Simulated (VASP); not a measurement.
# TiTe2 (P-3m1) in VASP: band structure with PBEsol

Aim: the band structure of TiTe2 with PBEsol.

All numbers are computed with VASP 6.6.1; they aren't measurements. Logs are shortened: lines on timing, memory, paths and dates and some standing lists are left out, and cuts for length are marked.

## 1. The crystal as given

The structure is trigonal, space group P-3m1 (No. 164). Conventional cell: a = 3.698 Å, b = 3.698 Å, c = 6.424 Å, α = 90.00°, β = 90.00°, γ = 120.00°. Ti (site symmetry -3m) is surrounded by 6 Te at 2.74 Å. Te (site symmetry 3m) is surrounded by 3 Ti at 2.74 Å.

## 2. Band structure, PBEsol

INCAR

```
ALGO     = Normal         # electronic algorithm
EDIFF    = 1E-7           # SCF threshold, eV
ENCUT    = 520            # plane-wave cutoff, eV
GGA      = PS             # functional
ISIF     = 2              # what is computed and relaxed
ISMEAR   = 0              # smearing method
LASPH    = True           # aspherical terms in the spheres
LCHARG   = False          # write CHGCAR
LMAXMIX  = 4              # l up to which the mixer works
LREAL    = False          # projectors in reciprocal space
LWAVE    = False          # write WAVECAR
NBANDS   = 19             # bands
NELM     = 80             # most SCF steps
PREC     = Accurate       # precision mode
SIGMA    = 0.02           # smearing width, eV
```

KPOINTS

```
k-points
0
Gamma
  9 9 6
```

POSCAR

```
TiTe2                                   
1.0
    3.6980400083      0.0000000000      0.0000000000
   -1.8490200041      3.2025965913      0.0000000000
    0.0000000000      0.0000000000      6.4238308615
  Ti              Te            
     1     2
Direct
     0.0000000000000000    0.0000000000000000    0.0000000000000000
     0.6666666699999979    0.3333333300000021    0.2681903072638860
     0.3333333300000021    0.6666666699999979    0.7318096927361140
```

KPOINTS_OPT

```
path GMKGALHA,LM,KH
20
line-mode
reciprocal
 0.0000000000  0.0000000000  0.0000000000  G
 0.5000000000  0.0000000000  0.0000000000  M

 0.5000000000  0.0000000000  0.0000000000  M
 0.3333333333  0.3333333333  0.0000000000  K

 0.3333333333  0.3333333333  0.0000000000  K
 0.0000000000  0.0000000000  0.0000000000  G

 0.0000000000  0.0000000000  0.0000000000  G
 0.0000000000  0.0000000000  0.5000000000  A

 0.0000000000  0.0000000000  0.5000000000  A
 0.5000000000  0.0000000000  0.5000000000  L

 0.5000000000  0.0000000000  0.5000000000  L
 0.3333333333  0.3333333333  0.5000000000  H

 0.3333333333  0.3333333333  0.5000000000  H
 0.0000000000  0.0000000000  0.5000000000  A

 0.5000000000  0.0000000000  0.5000000000  L
 0.5000000000  0.0000000000  0.0000000000  M

 0.3333333333  0.3333333333  0.0000000000  K
 0.3333333333  0.3333333333  0.5000000000  H
```

Potentials or basis: VASP PAW PBE potentials, release 64 (Ti_sv, Te).

Command:

```sh
$ cat potpaw_PBE.64/Ti_sv/POTCAR potpaw_PBE.64/Te/POTCAR > POTCAR
$ mpirun -np 1 vasp_std > vasp.out
```

OUTCAR:

```text
EDIFF = 1E-7
   ENCUT = 520
   GGA = PS
   ISIF = 2
   ISMEAR = 0
   LASPH = True
   LREAL = False
   NELM = 80
   PREC = Accurate

 ion  position               nearest neighbor table
   1  0.000  0.000  0.000-   2 2.74   3 2.74   3 2.74   2 2.74   2 2.74   3 2.74
   2  0.667  0.333  0.268-   1 2.74   1 2.74   1 2.74   3 3.66   3 3.66   3 3.66
   3  0.333  0.667  0.732-   1 2.74   1 2.74   1 2.74   2 3.66   2 3.66   2 3.66

  LATTYP: Found a hexagonal cell.
 ALAT       =     3.6980400083
 C/A-ratio  =     1.7370906878

  Lattice vectors:

 A1 = (   3.6980400083,   0.0000000000,   0.0000000000)
 A2 = (  -1.8490200041,   3.2025965913,   0.0000000000)
 A3 = (   0.0000000000,   0.0000000000,   6.4238308615)

Analysis of symmetry for initial positions (statically):
=====================================================================
 Subroutine PRICEL returns:
 Original cell was already a primitive cell.

 Routine SETGRP: Setting up the symmetry group for a
 hexagonal supercell.

 Subroutine GETGRP returns: Found 12 space group operations
 (whereof 12 operations were pure point group operations)
 out of a pool of 24 trial point group operations.

The static configuration has the point symmetry D_3d.

Analysis of symmetry for dynamics (positions and initial velocities):
=====================================================================
 Subroutine PRICEL returns:
 Original cell was already a primitive cell.

 Routine SETGRP: Setting up the symmetry group for a
 hexagonal supercell.

 Subroutine GETGRP returns: Found 12 space group operations
 (whereof 12 operations were pure point group operations)
 out of a pool of 24 trial point group operations.

The dynamic configuration has the point symmetry D_3d.

 Subroutine INISYM returns: Found 12 space group operations
 (whereof 12 operations are pure point group operations),
 and found     1 'primitive' translations

----------------------------------------------------------------------------------------

                                     Primitive cell

  volume of cell :      76.0796

  direct lattice vectors                    reciprocal lattice vectors
     3.698040008  0.000000000  0.000000000     0.270413516  0.156123316  0.000000000
    -1.849020004  3.202596591  0.000000000     0.000000000  0.312246632  0.000000000
     0.000000000  0.000000000  6.423830861     0.000000000  0.000000000  0.155670350

  length of vectors
     3.698040008  3.698040008  6.423830861     0.312246632  0.312246632  0.155670350

  position of ions in fractional coordinates (direct lattice)
     0.000000000  0.000000000  0.000000000
     0.666666670  0.333333330  0.268190307
     0.333333330  0.666666670  0.731809693

  ion indices of the primitive-cell ions
   primitive index   ion index
                 1           1
                 2           2
                 3           3

----------------------------------------------------------------------------------------

 KPOINTS: k-points

Automatic generation of k-mesh.
 Grid dimensions read from file:
 generate k-points for:    9    9    6

 Generating k-lattice:

  Cartesian coordinates                     Fractional coordinates (reciprocal lattice)
     0.030045946  0.017347035  0.000000000     0.111111111 -0.000000000  0.000000000
     0.000000000  0.034694070  0.000000000     0.000000000  0.111111111  0.000000000
     0.000000000  0.000000000  0.025945058     0.000000000  0.000000000  0.166666667

  Length of vectors
     0.034694070  0.034694070  0.025945058

  Shift w.r.t. Gamma in fractional coordinates (k-lattice)
     0.000000000  0.000000000  0.000000000

 Subroutine IBZKPT returns following result:
 ===========================================

 Found     62 irreducible k-points:

 Following reciprocal coordinates:
            Coordinates               Weight
  0.000000  0.000000  0.000000      1.000000
  0.111111  0.000000  0.000000      6.000000
  0.222222  0.000000  0.000000      6.000000
  0.333333  0.000000  0.000000      6.000000
  0.444444  0.000000  0.000000      6.000000
  0.111111  0.111111  0.000000      6.000000
[... 16 lines left out ...]
  0.222222  0.111111  0.166667     12.000000
 -0.111111  0.333333  0.166667     12.000000
 [... further k-points ...]
   k-points           NKPTS =     62   k-points in BZ     NKDIM =     62   number of bands    NBANDS=     19
   number of dos      NEDOS =    301   number of ions     NIONS =      3
   total plane-waves  NPLWV =  37632
   dimension x,y,z NGX =    28 NGY =   28 NGZ =   48
   dimension x,y,z NGXF=    56 NGYF=   56 NGZF=   96
   ions per type =               1   2
   NGX,Y,Z   is equivalent  to a cutoff of  12.59, 12.59, 12.42 a.u.
   NGXF,Y,Z  is equivalent  to a cutoff of  25.17, 25.17, 24.84 a.u.
 SYSTEM =  unknown system
   PREC   = accura    normal or accurate (medium, high low for compatibility)
   ISTART =      0    job   : 0-new  1-cont  2-samecut
   ICHARG =      2    charge: 1-file 2-atom 10-const
   ISPIN  =      1    spin polarized calculation?
   LNONCOLLINEAR =      F non collinear calculations
   LSORBIT =      F    spin-orbit coupling
   LASPH  =      T    aspherical Exc in radial PAW
   ENCUT  =  520.0 eV  38.22 Ry    6.18 a.u.   6.88  6.88 11.94*2*pi/ulx,y,z
   NELM   =     80;   NELMIN=  2; NELMDL= -5     # of ELM steps
   EDIFF  = 0.1E-06   stopping-criterion for ELM
   LREAL  =      F    real-space projection
   EDIFFG = 0.1E-05   stopping-criterion for IOM
   NSW    =      0    number of steps for IOM
   IBRION =     -1    ionic relax: 0-MD 1-quasi-New 2-CG
   NFREE  =      0    steps in history (QN), initial steepest desc. (CG)
   ISIF   =      2    stress and relaxation
   ISYM   =      2    0-nonsym 1-usesym 2-fastsym
   POTIM  = 0.5000    time-step for ionic-motion
   TEBEG  =    0.0;   TEEND  =   0.0 temperature during run
   PSTRESS=    0.0 pullay stress
   NELECT =      24.0000    total number of electrons
   NUPDOWN=      -1.0000    fix difference up-down
   EMIN   =  10.00;   EMAX   =-10.00  energy-range for DOS
   EFERMI =   0.00;   METHOD = LEGACY
   ISMEAR =     0;   SIGMA  =   0.02  broadening in eV -4-tet -1-fermi 0-gaus
   EFERMI_NEDOS =   21; number of points for ismear=-14 and -15
   IALGO  =     38    algorithm
   IMIX   =      4    mixing-type and parameters
     AMIX     =   0.40;   BMIX     =  1.00
     AMIX_MAG =   1.60;   BMIX_MAG =  1.00
  volume/ion in A,a.u.               =      25.36       171.14
  Fermi-wavevector in a.u.,A,eV,Ry     =   1.114438  2.105983 16.898057  1.241972
  Thomas-Fermi vector in A             =   2.251033
   LORBIT       =      0    0 simple, 1 ext, 2 COOP (PROOUT), +10 PAW based schemes
   GGA     = PS    functional components
   LHFCALC =     F    Hartree Fock is set to
   AEXX    =    0.0000 exact exchange contribution
   IVDW    =     0    specifies the selected vdW correction
   LEPSILON=     F    determine dielectric tensor
   LRPA    =     F    only Hartree local field effects (RPA)
 non-spin polarized calculation
 Gauss-broadening in eV      SIGMA  =   0.02
  energy-cutoff  :      520.00
  volume of cell :       76.08
 maximum number of plane-waves:      2082
   NGX = 13   NGY = 13   NGZ = 23

 number of electron      24.0000002 magnetization

 Free energy of the ion-electron system (eV)
  ---------------------------------------------------
  ext. energy  EPLUGINS =         0.00000000
  ---------------------------------------------------
  free energy    TOTEN  =       -17.54176176 eV

  energy without entropy =      -17.54127437  energy(sigma->0) =      -17.54151807

 E-fermi :   7.3424     XC(G=0): -10.2674

 val. band max:        7.3413416683   @ k =   0.0000   0.4444   0.1667
 cond. band min:       7.3523841051   @ k =   0.3333   0.0000   0.5000
 fundamental gap:      0.0110424367
 Fermi energy:         7.3423872357

 k-point     1 :       0.0000    0.0000    0.0000
  band No.  band energies     occupation
      1     -49.7710      2.00000
      2     -26.1373      2.00000
      3     -26.1373      2.00000
      4     -26.1029      2.00000
      5      -5.3793      2.00000
      6      -3.7327      2.00000
[... 11 lines left out ...]
     18      12.5881      0.00000
     19      13.5570      0.00000

 k-point     2 :       0.1111    0.0000    0.0000
  band No.  band energies     occupation
      1     -49.7705      2.00000
      2     -26.1438      2.00000
      3     -26.1388      2.00000
      4     -26.1014      2.00000
      5      -5.2308      2.00000
      6      -3.6524      2.00000
[... 11 lines left out ...]
     18      13.4284      0.00000
     19      14.1888      0.00000

 k-point     3 :       0.2222    0.0000    0.0000
  band No.  band energies     occupation
      1     -49.7692      2.00000
      2     -26.1601      2.00000
      3     -26.1425      2.00000
      4     -26.0975      2.00000
      5      -4.8064      2.00000
      6      -3.4401      2.00000
[... 11 lines left out ...]
     18      13.3057      0.00000
     19      14.2074      0.00000

 k-point     4 :       0.3333    0.0000    0.0000
  band No.  band energies     occupation
      1     -49.7678      2.00000
      2     -26.1785      2.00000
      3     -26.1468      2.00000
      4     -26.0931      2.00000
      5      -4.1854      2.00000
      6      -3.2006      2.00000
[... 11 lines left out ...]
     18      12.9487      0.00000
     19      13.2396      0.00000

 k-point     5 :       0.4444    0.0000    0.0000
  band No.  band energies     occupation
      1     -49.7669      2.00000
      2     -26.1905      2.00000
      3     -26.1495      2.00000
      4     -26.0903      2.00000
      5      -3.5634      2.00000
      6      -3.1405      2.00000
[... 11 lines left out ...]
     18      12.7702      0.00000
     19      12.9855      0.00000
[... 334 lines left out ...]
      2     -26.1905      2.00000
      3     -26.1495      2.00000
      4     -26.0903      2.00000
      5      -3.4922      2.00000
      6      -3.2187      2.00000
[... 11 lines left out ...]
     18      12.2162      0.00000
     19      12.9574      0.00000

 k-point    22 :       0.1111    0.1111    0.1667
  band No.  band energies     occupation
      1     -49.7696      2.00000
      2     -26.1546      2.00000
      3     -26.1420      2.00000
      4     -26.0987      2.00000
      5      -4.8710      2.00000
      6      -3.6391      2.00000
[... 11 lines left out ...]
     18      14.1214      0.00000
     19      14.4049      0.00000

 k-point    23 :       0.2222    0.1111    0.1667
  band No.  band energies     occupation
      1     -49.7683      2.00000
      2     -26.1706      2.00000
      3     -26.1473      2.00000
      4     -26.0946      2.00000
      5      -4.3663      2.00000
      6      -3.3505      2.00000
[... 11 lines left out ...]
     18      13.0840      0.00000
     19      13.8238      0.00000

 k-point    24 :      -0.1111    0.3333    0.1667
  band No.  band energies     occupation
      1     -49.7683      2.00000
      2     -26.1706      2.00000
      3     -26.1473      2.00000
      4     -26.0946      2.00000
      5      -4.3465      2.00000
      6      -3.3857      2.00000
[... 11 lines left out ...]
     18      13.3251      0.00000
     19      13.9964      0.00000

 [... further k-points ...]
[... 5 lines left out ...]
  --------------------------------------------------------------------------------------
  -------------------------------------------------------------------------------------
  Total       -0.0014724     -0.0014724      0.0052268     -0.0000000      0.0000000     -0.0000000
  in kB       -0.0310067     -0.0310067      0.1100732     -0.0000000      0.0000000     -0.0000000
  external PRESSURE =       0.0160200 kB  Pullay stress =       0.0000000 kB

 VOLUME and BASIS-vectors are now :
 -----------------------------------------------------------------------------
  energy-cutoff  :      520.00
  volume of cell :       76.08
      direct lattice vectors                 reciprocal lattice vectors
     3.698040008  0.000000000  0.000000000     0.270413516  0.156123316  0.000000000
    -1.849020004  3.202596591  0.000000000     0.000000000  0.312246632  0.000000000
     0.000000000  0.000000000  6.423830861     0.000000000  0.000000000  0.155670350

 POSITION                                       TOTAL-FORCE (eV/Angst)
 -----------------------------------------------------------------------------------
      0.00000      0.00000      0.00000         0.000000      0.000000      0.000000
      1.84902      1.06753      1.72281        -0.000000      0.000000      0.001044
     -0.00000      2.13506      4.70102         0.000000      0.000000     -0.001044
 -----------------------------------------------------------------------------------
    total drift:                               -0.000000     -0.000000      0.000000

  FREE ENERGIE OF THE ION-ELECTRON SYSTEM (eV)
  ---------------------------------------------------
  free  energy   TOTEN  =       -17.5417617643 eV

  energy  without entropy=      -17.5412743748  energy(sigma->0) =      -17.54151807
```

Run time: 4.4 min. Hardware: 1 thread of Intel Xeon Platinum 8488C (Sapphire Rapids), shared host; peak memory 0.28 GiB.

What came out:

```yaml
Free_energy: -17.5418 eV
Pressure: 0.0 GPa
Band_gap_along_the_path: none (metal or under the smearing width)
```

Levels at the corners of the path, in eV from the Fermi level:
| point | band 9 | band 10 | band 11 | band 12 | band 13 | band 14 | band 15 | band 16 |
| --- | --- | --- | --- | --- | --- | --- | --- | --- |
| Γ | -1.59 | 0.25 | 0.45 | 0.45 | 0.66 | 1.31 | 1.31 | 3.20 |
| M | -2.89 | -2.51 | -1.72 | -1.11 | -0.03 | 1.29 | 1.64 | 2.46 |
| M | -2.89 | -2.51 | -1.72 | -1.11 | -0.03 | 1.29 | 1.64 | 2.46 |
| K | -3.90 | -2.48 | -2.44 | -2.44 | 1.11 | 1.56 | 1.56 | 2.16 |
| K | -3.90 | -2.48 | -2.44 | -2.44 | 1.11 | 1.56 | 1.56 | 2.16 |
| Γ | -1.59 | 0.25 | 0.45 | 0.45 | 0.66 | 1.31 | 1.31 | 3.20 |
| Γ | -1.59 | 0.25 | 0.45 | 0.45 | 0.66 | 1.31 | 1.31 | 3.20 |
| A | -1.51 | -1.51 | 0.44 | 0.44 | 0.92 | 0.92 | 1.09 | 3.72 |
| A | -1.51 | -1.51 | 0.44 | 0.44 | 0.92 | 0.92 | 1.09 | 3.72 |
| L | -2.56 | -2.05 | -0.94 | -0.46 | -0.39 | 1.29 | 1.63 | 2.68 |
| L | -2.56 | -2.05 | -0.94 | -0.46 | -0.39 | 1.29 | 1.63 | 2.68 |
| H | -3.81 | -3.50 | -1.75 | -1.75 | 1.01 | 1.01 | 1.12 | 3.20 |
| H | -3.81 | -3.50 | -1.75 | -1.75 | 1.01 | 1.01 | 1.12 | 3.20 |
| A | -1.51 | -1.51 | 0.44 | 0.44 | 0.92 | 0.92 | 1.09 | 3.72 |
| L | -2.56 | -2.05 | -0.94 | -0.46 | -0.39 | 1.29 | 1.63 | 2.68 |
| M | -2.89 | -2.51 | -1.72 | -1.11 | -0.03 | 1.29 | 1.64 | 2.46 |
| K | -3.90 | -2.48 | -2.44 | -2.44 | 1.11 | 1.56 | 1.56 | 2.16 |
| H | -3.81 | -3.50 | -1.75 | -1.75 | 1.01 | 1.01 | 1.12 | 3.20 |

Caveat: the PAW data sets were made with another functional, which shifts forces and pressure a little; spin-orbit coupling is left out, which moves the levels of the heavy elements; this functional lacks dispersion, which binds the layers, so the pressure and a relaxed spacing across them are unreliable.
